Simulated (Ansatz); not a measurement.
Ti, 2 atoms in the cell. Symmetry: P6_3/mmc, No. 194, hexagonal system. Conventional cell: a = 2.950 Å, b = 2.950 Å, c = 4.680 Å, α = 90.00°, β = 90.00°, γ = 120.00°. Around Ti (site symmetry -6m2) lie 12 Ti at 2.89 to 2.95 Å. 

* Program: Ansatz 0.2.0
* Task: single point
* Functional: PBE
* Potentials or basis: all-electron LAPW, scalar-relativistic
* Cutoff: 220 eV (chosen from the basis error)
* Basis error allowed: 0.001 eV/atom
* k mesh: 10 × 10 × 6
* Occupations: gaussian, width 0.013 eV
* Spin: no spin polarisation

Potentials or basis: all-electron LAPW, scalar-relativistic.

Launch:

```console
$ ansatz run input.yaml --threads 1 --pin off --max-ram 3072MiB --backend cpu --events-out ev --progress --plain --runs-dir out
```

Hardware: 1 thread of Arm Neoverse V2, on a shared host.

Task: How long does it take, and how much memory?

Result: It took 5.1 s on 1 thread of Arm Neoverse V2, on a shared host, peak memory 0.27 GiB. Counts: scf iterations 7, plane waves 263, k points 56, bands 16.
